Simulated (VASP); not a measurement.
# CaSe (Fm-3m) in VASP: single point with r2SCAN

Aim: the single point of CaSe with r2SCAN.

Program: VASP 6.6.1. These are calculated values, not measurements. Logs are shortened: lines on timing, memory, paths and dates and some standing lists are left out, and cuts for length are marked.

**What was measured.**

From a printed reference work, monograph, original work of 1988, for a bulk crystal of CaSe at 2 K: band gap 3.85 eV (indirect).

The results are compared with them further down.

## Step 1: The cell of the first run

The structure is cubic, space group Fm-3m (No. 225). Conventional cell: a = 5.912 Å, b = 5.912 Å, c = 5.912 Å, α = 90.00°, β = 90.00°, γ = 90.00°. Within 3.9 Å of Ca (site symmetry m-3m) lie 6 Se at 2.96 Å. Within 3.9 Å of Se (site symmetry m-3m) lie 6 Ca at 2.96 Å.

## Step 2: Single point, r2SCAN

POSCAR

```
CaSe
1.0
    0.0000000000      2.9560000000      2.9560000000
    2.9560000000      0.0000000000      2.9560000000
    2.9560000000      2.9560000000      0.0000000000
Ca Se
1 1
Direct
    0.0000000000      0.0000000000      0.0000000000
    0.5000000000      0.5000000000      0.5000000000
```

INCAR.step1

```
SYSTEM = CaSe
PREC     = Accurate       ! precision mode
ENCUT    = 520            ! plane-wave cutoff, eV
ISMEAR   = 0              ! smearing method
SIGMA    = 0.01           ! smearing width, eV
LREAL    = .FALSE.        ! projectors in reciprocal space
LASPH    = .TRUE.         ! aspherical terms in the spheres
NELM     = 100            ! most SCF steps
NBANDS   = 15             ! bands
GGA      = PE             ! functional
ALGO     = Normal         ! electronic algorithm
EDIFF    = 1E-4           ! SCF threshold, eV
LWAVE    = .TRUE.         ! write WAVECAR
LCHARG   = .FALSE.        ! write CHGCAR
```

INCAR.step2

```
SYSTEM = CaSe
PREC     = Accurate       ! precision mode
ENCUT    = 520            ! plane-wave cutoff, eV
EDIFF    = 1E-6           ! SCF threshold, eV
ISMEAR   = 0              ! smearing method
SIGMA    = 0.01           ! smearing width, eV
LREAL    = .FALSE.        ! projectors in reciprocal space
LASPH    = .TRUE.         ! aspherical terms in the spheres
NELM     = 100            ! most SCF steps
ALGO     = Normal         ! electronic algorithm
ISIF     = 2              ! what is computed and relaxed
LWAVE    = .FALSE.        ! write WAVECAR
LCHARG   = .FALSE.        ! write CHGCAR
METAGGA  = R2SCAN         ! meta-GGA
LMIXTAU  = .TRUE.       
NBANDS   = 15             ! bands
ISTART   = 1
```

KPOINTS

```
regular mesh
0
G
  5 5 5
  0 0 0
```

Potentials or basis: VASP PAW PBE potentials, release 64 (Ca_sv, Se).

Launch:

```bash
$ cat potpaw_PBE.64/Ca_sv/POTCAR potpaw_PBE.64/Se/POTCAR > POTCAR
$ cp INCAR.step1 INCAR
$ mpirun -np 1 vasp_std > vasp.out
$ cp INCAR.step2 INCAR
$ mpirun -np 1 vasp_std > vasp.out
```

OUTCAR:

```text
SYSTEM = CaSe
   PREC = Accurate
   ENCUT = 520
   EDIFF = 1E-6
   ISMEAR = 0
   LREAL = .FALSE.
   LASPH = .TRUE.
   NELM = 100
   ISIF = 2
   METAGGA = R2SCAN
   ISTART = 1

 ion  position               nearest neighbor table
   1  0.000  0.000  0.000-   2 2.96   2 2.96   2 2.96   2 2.96   2 2.96   2 2.96
   2  0.500  0.500  0.500-   1 2.96   1 2.96   1 2.96   1 2.96   1 2.96   1 2.96

  LATTYP: Found a face centered cubic cell.
 ALAT       =     5.9120000000

  Lattice vectors:

 A1 = (   0.0000000000,   2.9560000000,   2.9560000000)
 A2 = (   2.9560000000,   0.0000000000,   2.9560000000)
 A3 = (   2.9560000000,   2.9560000000,   0.0000000000)

Analysis of symmetry for initial positions (statically):
=====================================================================
 Subroutine PRICEL returns:
 Original cell was already a primitive cell.

 Routine SETGRP: Setting up the symmetry group for a
 face centered cubic supercell.

 Subroutine GETGRP returns: Found 48 space group operations
 (whereof 48 operations were pure point group operations)
 out of a pool of 48 trial point group operations.

The static configuration has the point symmetry O_h .

Analysis of symmetry for dynamics (positions and initial velocities):
=====================================================================
 Subroutine PRICEL returns:
 Original cell was already a primitive cell.

 Routine SETGRP: Setting up the symmetry group for a
 face centered cubic supercell.

 Subroutine GETGRP returns: Found 48 space group operations
 (whereof 48 operations were pure point group operations)
 out of a pool of 48 trial point group operations.

The dynamic configuration has the point symmetry O_h .

 Subroutine INISYM returns: Found 48 space group operations
 (whereof 48 operations are pure point group operations),
 and found     1 'primitive' translations

----------------------------------------------------------------------------------------

                                     Primitive cell

  volume of cell :      51.6587

  direct lattice vectors                    reciprocal lattice vectors
     0.000000000  2.956000000  2.956000000    -0.169147497  0.169147497  0.169147497
     2.956000000  0.000000000  2.956000000     0.169147497 -0.169147497  0.169147497
     2.956000000  2.956000000  0.000000000     0.169147497  0.169147497 -0.169147497

  length of vectors
     4.180415290  4.180415290  4.180415290     0.292972058  0.292972058  0.292972058

  position of ions in fractional coordinates (direct lattice)
     0.000000000  0.000000000  0.000000000
     0.500000000  0.500000000  0.500000000

[... 73 lines left out ...]
   NUPDOWN=      -1.0000    fix difference up-down
   EMIN   =  10.00;   EMAX   =-10.00  energy-range for DOS
   EFERMI =   0.00;   METHOD = LEGACY
   ISMEAR =     0;   SIGMA  =   0.01  broadening in eV -4-tet -1-fermi 0-gaus
   EFERMI_NEDOS =   21; number of points for ismear=-14 and -15
   IALGO  =     38    algorithm
   IMIX   =      4    mixing-type and parameters
     AMIX     =   0.40;   BMIX     =  1.00
     AMIX_MAG =   1.60;   BMIX_MAG =  1.00
  volume/ion in A,a.u.               =      25.83       174.30
  Fermi-wavevector in a.u.,A,eV,Ry     =   1.107645  2.093145 16.692666  1.226876
  Thomas-Fermi vector in A             =   2.244161
   LORBIT       =      0    0 simple, 1 ext, 2 COOP (PROOUT), +10 PAW based schemes
   METAGGA = R2SCAN    functional components
   LHFCALC =     F    Hartree Fock is set to
   AEXX    =    0.0000 exact exchange contribution
   IVDW    =     0    specifies the selected vdW correction
   LEPSILON=     F    determine dielectric tensor
   LRPA    =     F    only Hartree local field effects (RPA)
 non-spin polarized calculation
 Gauss-broadening in eV      SIGMA  =   0.01
  energy-cutoff  :      520.00
  volume of cell :       51.66
 maximum number of plane-waves:      1411
   NGX = 15   NGY = 15   NGZ = 15

 number of electron      15.9999998 magnetization

 Free energy of the ion-electron system (eV)
  ---------------------------------------------------
  ext. energy  EPLUGINS =         0.00000000
  ---------------------------------------------------
  free energy    TOTEN  =       -25.97425574 eV

  energy without entropy =      -25.97425574  energy(sigma->0) =      -25.97425574

 E-fermi :   2.2949     XC(G=0):  -9.5871

 val. band max:        2.1971811327   @ k =   0.0000   0.0000   0.0000
 cond. band min:       4.8081030449   @ k =   0.4000   0.4000   0.0000
 fundamental gap:      2.6109219121
 Fermi energy:         2.2948967158

 k-point     1 :       0.0000    0.0000    0.0000
  band No.  band energies     occupation
      1     -39.0972      2.00000
      2     -19.2090      2.00000
      3     -19.2090      2.00000
      4     -19.2089      2.00000
      5     -10.0026      2.00000
      6       2.1972      2.00000
      7       2.1972      2.00000
      8       2.1972      2.00000
      9       6.3437      0.00000
     10       6.4210      0.00000
     11       6.4211      0.00000
     12       6.4211      0.00000
     13       7.0209      0.00000
     14       7.0209      0.00000
[... 149 lines left out ...]
      2     -19.2836      2.00000
      3     -19.2554      2.00000
      4     -19.2362      2.00000
      5      -9.3212      2.00000
      6      -0.2435      2.00000
      7       0.5183      2.00000
      8       0.8049      2.00000
      9       6.5401      0.00000
     10       7.8240      0.00000
     11       8.1075      0.00000
     12       8.7557      0.00000
     13       8.9922      0.00000
     14      10.5029      0.00000
     15      11.6031      0.00000

------------------------ aborting loop because EDIFF is reached ----------------------------------------

  FORCE on cell =-STRESS in cart. coord.  units (eV):
  Direction    XX          YY          ZZ          XY          YZ          ZX
  --------------------------------------------------------------------------------------
  -------------------------------------------------------------------------------------
  Total        0.2868856      0.2868856      0.2868856      0.0000000      0.0000000      0.0000000
  in kB        8.8976645      8.8976645      8.8976645      0.0000000      0.0000000      0.0000000
  external PRESSURE =       8.8976645 kB  Pullay stress =       0.0000000 kB

 VOLUME and BASIS-vectors are now :
 -----------------------------------------------------------------------------
  energy-cutoff  :      520.00
  volume of cell :       51.66
      direct lattice vectors                 reciprocal lattice vectors
     0.000000000  2.956000000  2.956000000    -0.169147497  0.169147497  0.169147497
     2.956000000  0.000000000  2.956000000     0.169147497 -0.169147497  0.169147497
     2.956000000  2.956000000  0.000000000     0.169147497  0.169147497 -0.169147497

 POSITION                                       TOTAL-FORCE (eV/Angst)
 -----------------------------------------------------------------------------------
      0.00000      0.00000      0.00000         0.000000      0.000000     -0.000000
      2.95600      2.95600      2.95600         0.000000      0.000000      0.000000
 -----------------------------------------------------------------------------------
    total drift:                                0.000000     -0.000000     -0.000000

  FREE ENERGIE OF THE ION-ELECTRON SYSTEM (eV)
  ---------------------------------------------------
  free  energy   TOTEN  =       -25.9742557421 eV

  energy  without entropy=      -25.9742557421  energy(sigma->0) =      -25.97425574
```

OUTCAR.step1:

```text
SYSTEM = CaSe
   PREC = Accurate
   ENCUT = 520
   ISMEAR = 0
   LREAL = .FALSE.
   LASPH = .TRUE.
[... 384 lines left out ...]
      0.00000      0.00000      0.00000         0.000000     -0.000000     -0.000000
      2.95600      2.95600      2.95600        -0.000000      0.000000      0.000000
 -----------------------------------------------------------------------------------
    total drift:                                0.000000     -0.000000     -0.000000

  FREE ENERGIE OF THE ION-ELECTRON SYSTEM (eV)
  ---------------------------------------------------
  free  energy   TOTEN  =        -9.4763307566 eV

  energy  without entropy=       -9.4763307566  energy(sigma->0) =       -9.47633076
```

OSZICAR.step1:

```text
N       E                     dE             d eps       ncg     rms          rms(c)
DAV:   1     0.109193469193E+03    0.10919E+03   -0.75048E+03   300   0.985E+02
DAV:   2    -0.514068439378E+01   -0.11433E+03   -0.10967E+03   377   0.252E+02
DAV:   3    -0.938786700071E+01   -0.42472E+01   -0.42142E+01   407   0.465E+01
DAV:   4    -0.961727909580E+01   -0.22941E+00   -0.22932E+00   429   0.852E+00
DAV:   5    -0.961852410501E+01   -0.12450E-02   -0.12450E-02   398   0.706E-01    0.425E+00
DAV:   6    -0.948012551132E+01    0.13840E+00   -0.18345E-01   363   0.226E+00    0.253E+00
DAV:   7    -0.947232338085E+01    0.78021E-02   -0.10084E-01   387   0.199E+00    0.805E-01
DAV:   8    -0.947608452525E+01   -0.37611E-02   -0.11038E-02   328   0.819E-01    0.106E-01
DAV:   9    -0.947620223030E+01   -0.11771E-03   -0.58173E-04   384   0.245E-01    0.484E-02
DAV:  10    -0.947631018183E+01   -0.10795E-03   -0.12778E-04   318   0.716E-02    0.167E-02
DAV:  11    -0.947633075655E+01   -0.20575E-04   -0.48117E-05   206   0.637E-02
   1 F= -.94763308E+01 E0= -.94763308E+01  d E =-.138264E-36
```

Wall time 22 s (1 thread of AMD EPYC 9R45 (Zen 5), shared host); peak memory 0.15 GiB.

What came out:

```
Free energy            : -25.9743 eV
Pressure               : 0.9 GPa
Band gap on the k mesh : 2.61 eV, indirect (least direct gap 3.51 eV)
```

Levels at points of the mesh, in eV from the valence-band top:
| k point | band 5 | band 6 | band 7 | band 8 | band 9 | band 10 | band 11 | band 12 |
| --- | --- | --- | --- | --- | --- | --- | --- | --- |
| (0.00, 0.00, 0.00) | -12.20 | 0.00 | 0.00 | 0.00 | 4.15 | 4.22 | 4.22 | 4.22 |

Caveat: the PAW data sets were made with another functional, which shifts forces and pressure a little.

## Step 3: Comparison with measurements

Step 2. Measured gap of CaSe: 3.85 eV (indirect; 2 K; a printed reference work, monograph, original work of 1988). This calculation gives 2.61 eV (-1.24 eV). Spin-orbit coupling on Se is left out. The value is that of r2SCAN on a finite k mesh, which can miss the band edges, without temperature or zero-point motion.
